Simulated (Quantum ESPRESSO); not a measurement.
# MoS2 (R3m) in Quantum ESPRESSO: a series of runs

The runs below take MoS2 through Wannier functions, with LDA.

Everything below comes from runs of Quantum ESPRESSO 7.5. Logs are shortened: lines on timing, memory, paths and dates and some standing lists are left out, and cuts for length are marked.

## 1. The crystal as given

It takes space group R3m (No. 160, trigonal). Conventional cell: a = 3.160 Å, b = 3.160 Å, c = 18.450 Å, α = 90.00°, β = 90.00°, γ = 120.00°. Mo (site symmetry 3m) is surrounded by 6 S at 2.39 Å. S (site symmetry 3m) has 3 Mo at 2.39 Å as nearest neighbours. Around S (site symmetry 3m) lie 3 Mo at 2.39 Å.

Measurements of this composition are mostly on another form, of space group No. 194.

## 2. Wannier functions, LDA

The input, pw.in:

```
&CONTROL
  calculation = 'scf'
  prefix = 'pwscf'
  outdir = './tmp'
  pseudo_dir = './pseudo'
  tprnfor = .true.
  tstress = .true.
  disk_io = 'low'
/
&SYSTEM
  ibrav = 0
  celldm(1) = 8
  nat = 3
  ntyp = 2
  ecutwfc = 45
  ecutrho = 360
  nbnd = 20
  occupations = 'smearing'
  smearing = 'fd'
  degauss = 0.00367493
/
&ELECTRONS
  conv_thr = 6d-10
  electron_maxstep = 120
  mixing_beta = 0.5
/
ATOMIC_SPECIES
Mo    95.9500 mo_lda_v1.uspp.F.UPF
S     32.0600 s_lda_v1.4.uspp.F.UPF
CELL_PARAMETERS alat
  0.3732209096136   0.2154791926280   1.4527269583061
 -0.3732209096136   0.2154791926280   1.4527269583061
  0.0000000000000  -0.4309583852559   1.4527269583061
ATOMIC_POSITIONS crystal
Mo     0.0000000000    0.0000000000    0.0000000000
S      0.4170000000    0.4170000000    0.4170000000
S      0.2500000000    0.2500000000    0.2500000000
K_POINTS automatic
8 8 8 0 0 0
```

The input, nscf.in:

```
&CONTROL
  calculation = 'nscf'
  prefix = 'pwscf'
  outdir = './tmp'
  pseudo_dir = './pseudo'
  disk_io = 'low'
/
&SYSTEM
  ibrav = 0
  celldm(1) = 8
  nat = 3
  ntyp = 2
  ecutwfc = 45
  ecutrho = 360
  nbnd = 32
  occupations = 'smearing'
  smearing = 'fd'
  degauss = 0.00367493
  nosym = .true.
  noinv = .true.
/
&ELECTRONS
  conv_thr = 1d-09
  electron_maxstep = 120
  mixing_beta = 0.5
  diago_full_acc = .true.
  startingwfc = 'random'
/
ATOMIC_SPECIES
Mo    95.9500 mo_lda_v1.uspp.F.UPF
S     32.0600 s_lda_v1.4.uspp.F.UPF
CELL_PARAMETERS alat
  0.3732209096136   0.2154791926280   1.4527269583061
 -0.3732209096136   0.2154791926280   1.4527269583061
  0.0000000000000  -0.4309583852559   1.4527269583061
ATOMIC_POSITIONS crystal
Mo     0.0000000000    0.0000000000    0.0000000000
S      0.4170000000    0.4170000000    0.4170000000
S      0.2500000000    0.2500000000    0.2500000000
K_POINTS crystal
216
  0.00000000   0.00000000   0.00000000 4.62962963e-03
  0.00000000   0.00000000   0.16666667 4.62962963e-03
  0.00000000   0.00000000   0.33333333 4.62962963e-03
  0.00000000   0.00000000   0.50000000 4.62962963e-03
  0.00000000   0.00000000   0.66666667 4.62962963e-03
  0.00000000   0.00000000   0.83333333 4.62962963e-03
[... 208 lines left out ...]
  0.83333333   0.83333333   0.66666667 4.62962963e-03
  0.83333333   0.83333333   0.83333333 4.62962963e-03
```

The input, pw2wan.in:

```
&INPUTPP
  prefix = 'pwscf'
  outdir = './tmp'
  seedname = 'w'
  write_mmn = .true.
  write_amn = .true.
/
```

The input, bands.in:

```
&CONTROL
  calculation = 'bands'
  prefix = 'pwscf'
  outdir = './tmp'
  pseudo_dir = './pseudo'
  disk_io = 'low'
/
&SYSTEM
  ibrav = 0
  celldm(1) = 8
  nat = 3
  ntyp = 2
  ecutwfc = 45
  ecutrho = 360
  nbnd = 32
  occupations = 'smearing'
  smearing = 'fd'
  degauss = 0.00367493
/
&ELECTRONS
  conv_thr = 1d-08
  electron_maxstep = 120
  mixing_beta = 0.5
  diago_full_acc = .true.
  startingwfc = 'random'
/
ATOMIC_SPECIES
Mo    95.9500 mo_lda_v1.uspp.F.UPF
S     32.0600 s_lda_v1.4.uspp.F.UPF
CELL_PARAMETERS alat
  0.3732209096136   0.2154791926280   1.4527269583061
 -0.3732209096136   0.2154791926280   1.4527269583061
  0.0000000000000  -0.4309583852559   1.4527269583061
ATOMIC_POSITIONS crystal
Mo     0.0000000000    0.0000000000    0.0000000000
S      0.4170000000    0.4170000000    0.4170000000
S      0.2500000000    0.2500000000    0.2500000000
K_POINTS crystal
62
  0.00000000   0.00000000   0.00000000 1
  0.05555600   0.00000000   0.00000000 1
  0.11111100   0.00000000   0.00000000 1
  0.16666700   0.00000000   0.00000000 1
  0.22222200   0.00000000   0.00000000 1
  0.27777800   0.00000000   0.00000000 1
[... 54 lines left out ...]
  0.71244400   0.22711100   0.22711100 1
  0.81866600   0.34066700   0.34066700 1
```

The input, w.win:

```
num_wann = 17
num_bands = 28
guiding_centres = true
dis_froz_max = 12.91
dis_num_iter = 600
dis_mix_ratio = 0.5
dis_conv_tol = 1.0d-9
num_iter = 1200
search_shells = 100
kmesh_tol = 1.0d-4
conv_tol = 1.0d-8
conv_window = 4
num_print_cycles = 200
fermi_energy = 11.4313
bands_plot = true
write_hr = true
mp_grid = 6 6 6
exclude_bands = 1-4
begin projections
Mo: s;p;d
S: s;p
end projections
begin unit_cell_cart
ang
  1.5800000000   0.9122134253   6.1500000000
 -1.5800000000   0.9122134253   6.1500000000
  0.0000000000  -1.8244268506   6.1500000000
end unit_cell_cart
begin atoms_frac
Mo   0.0000000000   0.0000000000   0.0000000000
S    0.4170000000   0.4170000000   0.4170000000
S    0.2500000000   0.2500000000   0.2500000000
end atoms_frac
begin kpoint_path
G   0.0000000000   0.0000000000   0.0000000000  L   0.5000000000   0.0000000000   0.0000000000
L   0.5000000000   0.0000000000   0.0000000000  B1   0.5000000000   0.1813340090  -0.1813340090
B   0.8186659910   0.5000000000   0.1813340090  Z   0.5000000000   0.5000000000   0.5000000000
Z   0.5000000000   0.5000000000   0.5000000000  G   0.0000000000   0.0000000000   0.0000000000
G   0.0000000000   0.0000000000   0.0000000000  X   0.3406670045   0.0000000000  -0.3406670045
Q   0.6593329955   0.3406670045   0.0000000000  F   0.5000000000   0.5000000000   0.0000000000
F   0.5000000000   0.5000000000   0.0000000000  P1   0.6593329955   0.6593329955   0.1813340090
P1   0.6593329955   0.6593329955   0.1813340090  Z   0.5000000000   0.5000000000   0.5000000000
L   0.5000000000   0.0000000000   0.0000000000  P   0.8186659910   0.3406670045   0.3406670045
end kpoint_path
bands_num_points = 9
begin kpoints
  0.00000000   0.00000000   0.00000000
  0.00000000   0.00000000   0.16666667
  0.00000000   0.00000000   0.33333333
  0.00000000   0.00000000   0.50000000
  0.00000000   0.00000000   0.66666667
  0.00000000   0.00000000   0.83333333
[... 208 lines left out ...]
  0.83333333   0.83333333   0.66666667
  0.83333333   0.83333333   0.83333333
end kpoints
```

Potentials or basis: GBRV 1.5 LDA.

Command:

```sh
$ OMP_NUM_THREADS=1 pw.x -in pw.in > pw.out
$ OMP_NUM_THREADS=1 pw.x -in nscf.in > nscf.out
$ wannier90.x -pp w
$ OMP_NUM_THREADS=1 pw2wannier90.x -in pw2wan.in > pw2wan.out
$ wannier90.x w
$ OMP_NUM_THREADS=1 pw.x -in bands.in > bands.out
```

pw.out:

```text
This program is part of the open-source Quantum ESPRESSO suite
     for quantum simulation of materials; please cite
         "P. Giannozzi et al., J. Phys.:Condens. Matter 21 395502 (2009);
         "P. Giannozzi et al., J. Phys.:Condens. Matter 29 465901 (2017);
         "P. Giannozzi et al., J. Chem. Phys. 152 154105 (2020);
     in publications or presentations arising from this work. More details at

     Message from routine setup:
     using ibrav=0 with symmetry is DISCOURAGED, use correct ibrav instead

     G-vector sticks info
     --------------------
     sticks:   dense  smooth     PW     G-vecs:    dense   smooth      PW
     Sum        2013    1003    339                41357    14647    2885

     Using Slab Decomposition

     bravais-lattice index     =            0
     lattice parameter (alat)  =       8.0000  a.u.
     unit-cell volume          =     358.9025 (a.u.)^3
     number of atoms/cell      =            3
     number of atomic types    =            2
     number of electrons       =        26.00
     number of Kohn-Sham states=           20
     kinetic-energy cutoff     =      45.0000  Ry
     charge density cutoff     =     360.0000  Ry
     scf convergence threshold =      6.0E-10
     mixing beta               =       0.5000
     number of iterations used =            8  plain     mixing
     Exchange-correlation=  SLA  PZ   NOGX NOGC
                           (   1   1   0   0   0   0   0)

     celldm(1)=   8.000000  celldm(2)=   0.000000  celldm(3)=   0.000000
     celldm(4)=   0.000000  celldm(5)=   0.000000  celldm(6)=   0.000000

     crystal axes: (cart. coord. in units of alat)
               a(1) = (   0.373221   0.215479   1.452727 )
               a(2) = (  -0.373221   0.215479   1.452727 )
               a(3) = (   0.000000  -0.430958   1.452727 )

     reciprocal axes: (cart. coord. in units 2 pi/alat)
               b(1) = (  1.339689  0.773470  0.229454 )
               b(2) = ( -1.339689  0.773470  0.229454 )
               b(3) = (  0.000000 -1.546940  0.229454 )

     PseudoPot. # 1 for Mo read from file:
     mo_lda_v1.uspp.F.UPF
     Pseudo is Ultrasoft + core correction, Zval = 14.0
     Generated by new atomic code, or converted to UPF format
     Using radial grid of  889 points,  6 beta functions with:
                l(1) =   0
                l(2) =   0
                l(3) =   1
                l(4) =   1
                l(5) =   2
                l(6) =   2
     Q(r) pseudized with  6 coefficients,  rinner =    1.000   1.000   1.000
                                                       1.000   1.000

     PseudoPot. # 2 for S  read from file:
     s_lda_v1.4.uspp.F.UPF
     Pseudo is Ultrasoft + core correction, Zval =  6.0
     Generated by new atomic code, or converted to UPF format
     Using radial grid of  907 points,  6 beta functions with:
                l(1) =   0
                l(2) =   0
                l(3) =   1
                l(4) =   1
                l(5) =   2
                l(6) =   2
     Q(r) pseudized with  8 coefficients,  rinner =    1.300   1.300   1.300
                                                       1.300   1.300

     atomic species   valence    mass     pseudopotential
     Mo               14.00    95.95000     Mo( 1.00)
     S                 6.00    32.06000     S ( 1.00)

      6 Sym. Ops. (no inversion) found

   Cartesian axes

     site n.     atom                  positions (alat units)
         1        Mo     tau(   1) = (   0.0000000   0.0000000   0.0000000  )
         2        S      tau(   2) = (  -0.0000000   0.0000000   1.8173614  )
         3        S      tau(   3) = (   0.0000000   0.0000000   1.0895452  )

     number of k points=    65  Fermi-Dirac smearing, width (Ry)=  0.0037
                       cart. coord. in units 2pi/alat
        k(    1) = (   0.0000000   0.0000000   0.0000000), wk =   0.0039062
        k(    2) = (   0.0000000  -0.1933675   0.0286817), wk =   0.0234375
        k(    3) = (   0.0000000  -0.3867349   0.0573634), wk =   0.0234375
        k(    4) = (   0.0000000  -0.5801024   0.0860451), wk =   0.0234375
        k(    5) = (   0.0000000   0.7734699  -0.1147268), wk =   0.0117188
        k(    6) = (  -0.1674611  -0.0966837   0.0573634), wk =   0.0234375
[... 57 lines left out ...]
        k(   64) = (   1.1722280   0.4834187  -0.1147268), wk =   0.0234375
        k(   65) = (   0.0000000   0.0000000  -0.3441803), wk =   0.0039062

     Dense  grid:    41357 G-vectors     FFT dimensions: (  75,  75,  75)

     Smooth grid:    14647 G-vectors     FFT dimensions: (  54,  54,  54)

     Initial potential from superposition of free atoms

     starting charge      25.9991, renormalised to      26.0000

     negative rho (up, down):  5.161E-06 0.000E+00
     Starting wfcs are   21 randomized atomic wfcs

     Self-consistent Calculation

     iteration #  1     ecut=    45.00 Ry     beta= 0.50
     Davidson diagonalization with overlap
     ethr =  1.00E-02,  avg # of iterations =  5.6

     Threshold (ethr) on eigenvalues was too large:
     Diagonalizing with lowered threshold

     Davidson diagonalization with overlap
     ethr =  3.68E-04,  avg # of iterations =  4.5

     negative rho (up, down):  6.628E-06 0.000E+00

     total energy              =    -187.86543954 Ry
     estimated scf accuracy    <       0.11205388 Ry

     iteration #  2     ecut=    45.00 Ry     beta= 0.50
     Davidson diagonalization with overlap
     ethr =  4.31E-04,  avg # of iterations =  3.0
[... 69 lines left out ...]
     iteration # 10     ecut=    45.00 Ry     beta= 0.50
     Davidson diagonalization with overlap
     ethr =  4.13E-11,  avg # of iterations =  2.1

     negative rho (up, down):  1.115E-05 0.000E+00

     End of self-consistent calculation

          k = 0.0000 0.0000 0.0000 (  1813 PWs)   bands (ev):

   -50.5047 -24.7301 -24.4894 -24.4894  -4.1465  -2.3968   3.8859   7.4513
     7.4513   8.5934   8.5934   9.6817   9.7355  12.9479  12.9479  13.3863
    13.3863  16.2906  18.8885  19.2027

          k = 0.0000-0.1934 0.0287 (  1835 PWs)   bands (ev):

   -50.4986 -24.7179 -24.5514 -24.5035  -3.9035  -2.3246   4.1603   6.9753
     7.7029   7.8612   8.2385   9.6390   9.9397  12.6772  12.8835  13.1275
    13.3417  17.3094  19.2933  19.7716
[... 235 lines left out ...]
          k = 0.8373 0.0967-0.1434 (  1820 PWs)   bands (ev):

   -50.4581 -24.8304 -24.7098 -24.6373  -1.8108  -1.7431   4.6748   5.1129
     6.2609   6.7421   7.0661   8.1864  10.0204  12.0464  13.2902  13.8033
    14.9859  17.3046  18.0518  19.7358

          k = 0.8373-0.0967-0.1147 (  1816 PWs)   bands (ev):

   -50.4581 -24.8304 -24.7098 -24.6373  -1.8444  -1.7054   4.6889   5.0161
     5.9985   7.0279   7.2755   8.1852   9.9732  12.0256  13.1949  13.6240
    15.0885  16.7893  19.0208  19.7020

          k = 0.6698 0.3867-0.1434 (  1832 PWs)   bands (ev):

   -50.4625 -24.9007 -24.6460 -24.5843  -2.0317  -1.8975   4.2708   5.1792
     6.1186   6.9292   8.1042   9.1279   9.5866  12.4559  13.0390  13.9219
    14.7870  16.5443  17.9952  18.8705
[... 121 lines left out ...]
          k = 0.0000 0.0000-0.3442 (  1836 PWs)   bands (ev):

   -50.5048 -24.7303 -24.4894 -24.4894  -3.8950  -2.8280   4.8999   7.3762
     7.4373   7.4373   8.6205   8.6205  10.9533  13.0450  13.0450  13.2508
    13.2508  16.3929  19.3738  20.7500

     the Fermi energy is    11.3617 ev

!    total energy              =    -187.89631169 Ry
     estimated scf accuracy    <          9.4E-11 Ry
     smearing contrib. (-TS)   =      -0.00000014 Ry
     internal energy E=F+TS    =    -187.89631155 Ry

     The total energy is F=E-TS. E is the sum of the following terms:
     one-electron contribution =     -87.76292680 Ry
     hartree contribution      =      54.96659841 Ry
     xc contribution           =     -36.14958617 Ry
     ewald contribution        =    -118.95039699 Ry

     convergence has been achieved in  10 iterations

     negative rho (up, down):  1.115E-05 0.000E+00

     Forces acting on atoms (cartesian axes, Ry/au):

     atom    1 type  1   force =     0.00000000    0.00000000    0.00325507
     atom    2 type  2   force =    -0.00000000    0.00000000    0.00013735
     atom    3 type  2   force =     0.00000000    0.00000000   -0.00339242

     Total force =     0.004703     Total SCF correction =     0.000021

     Computing stress (Cartesian axis) and pressure

     negative rho (up, down):  1.115E-05 0.000E+00
          total   stress  (Ry/bohr**3)                   (kbar)     P=      -25.95
  -0.00023411   0.00000000  -0.00000000          -34.44        0.00       -0.00
   0.00000000  -0.00023411   0.00000000            0.00      -34.44        0.00
   0.00000000   0.00000000  -0.00006101            0.00        0.00       -8.98

=------------------------------------------------------------------------------=
   JOB DONE.
=------------------------------------------------------------------------------=
```

Wall time 24 min (1 thread of Arm Neoverse V2, shared host); peak memory 0.24 GiB.

Results:

```yaml
Free_energy: -2556.4596 eV
Pressure: -2.6 GPa
Largest_force: 0.087 eV/Å
Band_gap_on_the_k_mesh: 0.96 eV, indirect (least direct gap 2.02 eV)
Band_gap_along_the_path: 0.85 eV, indirect (least direct gap 1.72 eV)
Total_Wannier_spread: 22.86 Å² over 17 functions
RMS_miss_of_the_Wannier_bands: 0.006 eV
```

Forces on the atoms (eV/Å):
```
Mo   0.000  0.000  0.084
S    0.000  0.000  0.004
S    0.000  0.000 -0.087
```

Levels at the corners of the path, in eV from the valence-band top:
```tsv
point	band 11	band 12	band 13	band 14	band 15	band 16
Γ	-2.36	-1.27	-1.22	1.99	1.99	2.43
L	-2.35	-1.67	-1.53	1.54	1.96	3.39
B1	-3.81	-2.82	-0.84	0.93	2.22	2.98
B	-3.81	-2.82	-0.84	0.93	2.22	2.98
Z	-2.33	-2.33	0.00	2.09	2.09	2.30
Γ	-2.36	-1.27	-1.22	1.99	1.99	2.43
X	-3.73	-2.87	-0.82	0.90	2.23	2.96
Q	-3.73	-2.87	-0.82	0.90	2.23	2.96
F	-2.93	-1.85	-1.35	1.50	2.09	2.91
P1	-2.81	-1.81	-1.37	1.50	2.12	2.98
Z	-2.33	-2.33	0.00	2.09	2.09	2.30
L	-2.35	-1.67	-1.53	1.54	1.96	3.39
P	-2.81	-1.81	-1.37	1.50	2.12	2.98
```

Wannier functions:
| function | nearest atom | distance (Å) | spread (Å²) | on-site energy from the reference level (eV) |
| --- | --- | --- | --- | --- |
| 1 | 1 Mo | 1.14 | 1.84 | 1.36 |
| 2 | 1 Mo | 0.74 | 1.81 | 1.39 |
| 3 | 1 Mo | 1.14 | 1.83 | 1.35 |
| 4 | 1 Mo | 1.14 | 1.83 | 1.35 |
| 5 | 1 Mo | 0.15 | 1.31 | -0.49 |
| 6 | 1 Mo | 0.74 | 1.80 | 1.37 |
| 7 | 1 Mo | 0.75 | 1.80 | 1.37 |
| 8 | 1 Mo | 0.11 | 1.31 | -0.98 |
| 9 | 1 Mo | 0.08 | 1.31 | -1.05 |
| 10 | 2 S | 0.46 | 1.14 | -3.14 |
| 11 | 2 S | 0.66 | 0.91 | -2.36 |
| 12 | 2 S | 0.66 | 0.91 | -2.37 |
| 13 | 2 S | 0.66 | 0.91 | -2.37 |
| 14 | 3 S | 0.54 | 1.46 | -1.52 |
| 15 | 3 S | 0.73 | 0.90 | -1.20 |
| 16 | 3 S | 0.73 | 0.90 | -1.20 |
| 17 | 3 S | 0.73 | 0.90 | -1.20 |

Parts of the spread (Å²): invariant 18.50, diagonal 0.062, off-diagonal 4.30, total 22.86. Against the direct bands the interpolation misses by 6 meV (root mean square) and 27 meV at most, for states up to 1 eV over the reference level.

Caveat: the Wannier minimisation didn't converge; the mesh misses the band edges, which the band path finds closer together.

(Part 1 of 2 ends here.)
